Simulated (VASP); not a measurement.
## CuI in VASP 6.6.1, single-point calculation

INCAR

```
ALGO = VeryFast
NELM = 120
PREC = Accurate
NBANDS = 16
LREAL = .FALSE.
IBRION = -1
LWAVE = .FALSE.
GGA = CA
ISMEAR = -1
ISIF = 2
NELECT = 17
SIGMA = 0.02
NSW = 0
EDIFF = 1E-7
LCHARG = .FALSE.
ENCUT = 520
LASPH = .TRUE.
```

KPOINTS

```
KPOINTS created by Atomic Simulation Environment
0
Gamma
8 8 8
0 0 0
```

POSCAR

```
Cu I
 1.0000000000000000
    -0.0000000000000000    2.8561104274992553    2.8561104274992553
     2.8561104274992553   -0.0000000000000000    2.8561104274992553
     2.8561104274992553    2.8561104274992553   -0.0000000000000000
 Cu  I
   1   1
Cartesian
 -0.0000000000000000 -0.0000000000000000 -0.0000000000000000
  2.8561104274992553  2.8561104274992553  2.8561104274992553
```

The recommended LDA PAW datasets give the neutral cell 18 valence electrons.

Command

```
mpirun -np 1 vasp_std
```

Task: How does this run end, and what does it give?

Result: It converged. Results: pressure -48.8 GPa.

OSZICAR

```
N       E                     dE             d eps       ncg     rms          rms(c)
RMM:   1     0.102479133738E+03    0.10248E+03   -0.46209E+03   464   0.916E+02
RMM:   2     0.459262719506E+01   -0.97887E+02   -0.94049E+02   464   0.197E+02
RMM:   3    -0.705801889574E+01   -0.11651E+02   -0.75222E+01   464   0.941E+01
RMM:   4    -0.111028231003E+02   -0.40448E+01   -0.20710E+01   464   0.503E+01
RMM:   5    -0.122838027026E+02   -0.11810E+01   -0.90414E+00   464   0.334E+01
RMM:   6    -0.127754004347E+02   -0.49160E+00   -0.37690E+00   464   0.217E+01
RMM:   7    -0.129979708849E+02   -0.22257E+00   -0.18222E+00   464   0.155E+01
RMM:   8    -0.130959641773E+02   -0.97993E-01   -0.80819E-01   464   0.101E+01
RMM:   9    -0.131640493548E+02   -0.68085E-01   -0.60735E-01  1408   0.744E+00
RMM:  10    -0.131804051590E+02   -0.16356E-01   -0.14637E-01  1479   0.204E+00
...
RMM:  17    -0.118188308380E+02   -0.17107E-02   -0.17836E-02  1181   0.124E+00    0.372E-01
RMM:  18    -0.118170780833E+02    0.17528E-02   -0.46839E-03  1203   0.118E+00    0.559E-02
RMM:  19    -0.118171798105E+02   -0.10173E-03   -0.82812E-04  1307   0.189E-01    0.863E-02
RMM:  20    -0.118171411650E+02    0.38645E-04   -0.82719E-04  1148   0.474E-01    0.677E-02
RMM:  21    -0.118170784085E+02    0.62757E-04   -0.13673E-04  1187   0.174E-01    0.884E-03
RMM:  22    -0.118170812715E+02   -0.28630E-05   -0.32295E-05  1309   0.423E-02    0.803E-03
RMM:  23    -0.118170815963E+02   -0.32474E-06   -0.56431E-06  1351   0.218E-02    0.835E-03
RMM:  24    -0.118170812884E+02    0.30791E-06   -0.64308E-07  1164   0.969E-03    0.414E-03
RMM:  25    -0.118170812779E+02    0.10456E-07   -0.12324E-07   876   0.312E-03
   1 F= -.11817081E+02 E0= -.11814993E+02  d E =-.417656E-02
```

The cell is charged and sits in a uniform background.

For comparison, a separate LDA run of the intended cell, on usual settings and not on those above, gives a gap of -0.54 eV on its mesh and a pressure of -5.0 GPa.
